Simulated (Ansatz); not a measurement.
**Stiffness of KCl from strained cells**

```xyz
2
Lattice="3.6340 0.0000 0.0000 0.0000 3.6340 0.0000 0.0000 0.0000 3.6340" Properties=species:S:1:pos:R:3 pbc="T T T"
K     0.0000    0.0000    0.0000
Cl    1.8170    1.8170    1.8170
```

Atoms are numbered in the order listed.

The conventional cell has a = 3.634 Å, b = 3.634 Å, c = 3.634 Å, α = 90.00°, β = 90.00°, γ = 90.00°. Around K (atom 1) lie 8 Cl at 3.15 Å. Cl (atom 2) has 8 K at 3.15 Å as nearest neighbours.

The cell is COD entry 1000050, as deposited and not checked against the literature; nothing was relaxed.

Method: DFT, PBEsol, all-electron LAPW, scalar-relativistic (Ansatz 0.2.0).

Numerical set-up: a Γ-centred 7×7×7 k mesh, Fermi–Dirac smearing of 0.01 eV, basis error target 1 meV/atom, no spin polarisation.

The unstrained cell is at 2.28 GPa. Large strains and very small stresses are left out. Each strain is applied once, with fractional coordinates held (clamped ions), and σ below is the change of stress, positive in tension. One finite strain gives stress–strain coefficients at this pressure with an error of the order of the strain times third-order constants, a few per cent for each per cent of strain.

(1) With equal xy, yz and zx engineering shear strains of -1 %, the run gives σxy = -0.14 GPa and γxy = 2εxy = -0.0100. Which stiffness follows?

(2) Estimate the stiffness probed by this change, and the stress that it gives: equal xy, yz and zx engineering shear strains of +1 %.

(3) The two estimates of C44 (clamped ions) differ. Why, and which value is best?

Results:

(1) C44 (clamped ions) = σxy/γxy = 14 GPa.

(2) σxy = 0.12 GPa and γxy = 2εxy = 0.0100, so C44 (clamped ions) = σxy/γxy = 12 GPa.

(3) Finite strains add third-order terms, which change sign with the strain; interpolating the two linearly to zero strain gives 13 GPa, the better value.
